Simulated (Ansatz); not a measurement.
## What a trial cell of Zr5C2 relaxes into

These are results of Ansatz, DFT PBE, scalar-relativistic, plane waves, PAW, not measurements. Cutoff 420 eV, Gaussian smearing, Γ-centred meshes. Cell and atoms relax first on a coarse mesh and then on a finer one. In between, the cell is made exact in the group found at 0.06 Å. In metals the finer mesh still leaves noise of several meV/atom or more. The steps can't lower the symmetry of their start. No spin polarisation in the relaxation; trial moments died out in a coarse test.

A trial structure of Zr5C2 was built thus: random cell by space group and Wyckoff sites (P6/mmm, No. 191). Its size is a rough estimate.

```
Zr C
1.0
     5.19949    0.00000    0.00000
    -2.59974    4.50289    0.00000
     0.00000    0.00000    5.57238
Zr C
5 2
Direct
  0.50000 0.00000 0.00000
  0.00000 0.50000 0.00000
  0.50000 0.50000 0.00000
  0.33333 0.66667 0.50000
  0.66667 0.33333 0.50000
  0.00000 0.00000 0.71506
  0.00000 0.00000 0.28494
```

The zero of energy is the elements' standard structures at the same level; no fitted shifts are applied.

Q: Which structure results?

A: The symmetry stays P6/mmm (No. 191). The volume per atom grows by 7.5 %, from 18.6 to 20.0 Å³. The shortest distance goes from 2.40 Å (C–C) to 1.35 Å (C–C). The ratio c/a of the conventional cell changes by a factor of 0.85. The energy falls by about 0.33 eV/atom (the start's value is from the coarse mesh). Conventional cell: a = 5.620 Å, c = 5.126 Å. Zr on a site of symmetry mmm is surrounded by 4 Zr at 2.81 Å, 4 Zr at 3.03 Å and 4 C at 3.39 Å; Zr on a site of symmetry -6m2 is surrounded by 6 Zr at 3.03 Å, 3 Zr at 3.24 Å and 6 C at 3.31 Å; C is surrounded by 1 C at 1.35 Å and 12 Zr at 3.31–3.39 Å.

```xyz
7
Lattice="5.6202 0.0000 0.0000 -2.8101 4.8672 0.0000 0.0000 0.0000 5.1265" Properties=species:S:1:pos:R:3 pbc="T T T"
Zr    2.8101    0.0000    0.0000
Zr   -1.4051    2.4336    0.0000
Zr    1.4051    2.4336    0.0000
Zr    0.0000    3.2448    2.5632
Zr    2.8101    1.6224    2.5632
C     0.0000    0.0000    3.2375
C     0.0000    0.0000    1.8890
```

Q: Give its energy and gap.

A:

- Formation energy: +1.27 eV/atom
- Gap on the 12×12×8 mesh of the 7-atom cell: 0 eV (a metal)

It can't be a ground state, since the elements alone are lower.

The last run used Gaussian smearing of 0.10 eV. The reference form of C is held partly by dispersion forces, which this level lacks. A structure relaxed within its symmetry needn't be a true minimum.
